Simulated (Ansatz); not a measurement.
# LiNbO₃: do the settings matter for the field gradients?

This input was run with Ansatz:

```yaml
crystal:
  lattice:
    - [2.5689010133, 1.4831556916, 4.49957]
    - [-2.5689010133, 1.4831556916, 4.49957]
    - [0.0, -2.9663113832, 4.49957]
  atoms:
    - { symbol: Li, position: [0.75, 0.75, 0.75] }
    - { symbol: Li, position: [0.25, 0.25, 0.25] }
    - { symbol: Nb, position: [0.5, 0.5, 0.5] }
    - { symbol: Nb, position: [0.0, 0.0, 0.0] }
    - { symbol: O, position: [0.62435, 0.87565, 0.25] }
    - { symbol: O, position: [0.25, 0.62435, 0.87565] }
    - { symbol: O, position: [0.87565, 0.25, 0.62435] }
    - { symbol: O, position: [0.75, 0.37565, 0.12435] }
    - { symbol: O, position: [0.37565, 0.12435, 0.75] }
    - { symbol: O, position: [0.12435, 0.75, 0.37565] }
kpoints:
  mp_grid: { grid: [7, 7, 7] }
scf:
  occupations: { method: methfessel_paxton, width: 0.05 }
hamiltonian:
  xc: pbe
  pseudopotentials: { kind: paw }
output:
  forces: true
  stress: true
  populations: true
  efg:
    quadrupole_moments_barn: { Li: -0.0401, Nb: -0.32, O: -0.02558 }
    contact_densities: true
total_charge: 1
```

It converged. Of its output the block on the nuclei alone is shown, without the SCF iterations, energies, forces and stress (one atom of each set):

```
--- PAW observables at the nuclei: V_zz in 10²¹ V/m², potentials from the cell's mean, atoms counted from 1 ---
  atom   1  Li V_zz =    +0.224843   η = 0.0000   by run symmetry: allowed   C_q = -0.2180 MHz
            electrostatic potential = -173.244724 V   contact ρ = 94.477243 e/Å³
  atom   3  Nb V_zz =    +0.360385   η = 0.0000   by run symmetry: allowed   C_q = -2.7885 MHz
            electrostatic potential = -6133.332829 V   contact ρ = 540936.412177 e/Å³
  atom   5  O  V_zz =    +2.357512   η = 0.1707   by run symmetry: allowed   C_q = -1.4582 MHz
            electrostatic potential = -624.281087 V   contact ρ = 2158.093915 e/Å³
```

Q: Can these gradients be trusted, and how do they compare with a run on standard settings?

A: Only as results of these settings. Against the standard input the change is `scf.occupations.method`: fermi_dirac → methfessel_paxton; `scf.occupations.width`: 0.02 → 0.05; `total_charge`: not typed → 1. A site carries the number of its first atom; V_zz in 10²¹ V/m².

| site | V_zz standard | η standard | V_zz here | η here |
| --- | --- | --- | --- | --- |
| Li | 0.27 | 0.00 | 0.22 | 0.00 |
| Nb | 0.047 | 0.00 | 0.36 | 0.00 |
| O | 0.66 | 0.68 | 2.36 | 0.17 |

The largest change of V_zz along a kept axis is on Nb, from 0.047 to 0.36. The whole tensor moves most on O, by 2.46 along its most changed direction. On O the largest principal value lies along another axis in the second run, so the two V_zz can't be compared directly. The changed cell holds a charge of +1 on a uniform background, so it isn't the neutral crystal. It has an odd number of electrons and no spin polarisation, so the extra carrier is shared by both spins and spread out, where a real one carries spin and can localise. The gap no longer holds the Fermi energy in the changed run, so its gradients also hang on the k-mesh and the smearing. SCF iterations: 6 and 8.

On the reference run: At this cell the PBE pressure is 10 GPa, so with PBE the cell would grow if it were relaxed. The entry's cell may itself be off. The values hang on the deposited positions: relaxing the atoms moves V_zz on Nb from 0.047 to 0.22. This high-symmetry form of LiNbO3 is unstable when cold, to polar shifts of Li and Nb. The symmetry of the cell holds that distortion back, wholly or in part, and it would change the field gradients, the more the larger the distortion. Without spin–orbit coupling (the program notes it for Nb) the gradients are little affected as a rule: paired runs on crystals with a gap mostly move them by under 2 % at such atoms. With these PAW files V_zz is typically within 2 to 3 % of all-electron values, but misses above 10 % occur on Li.
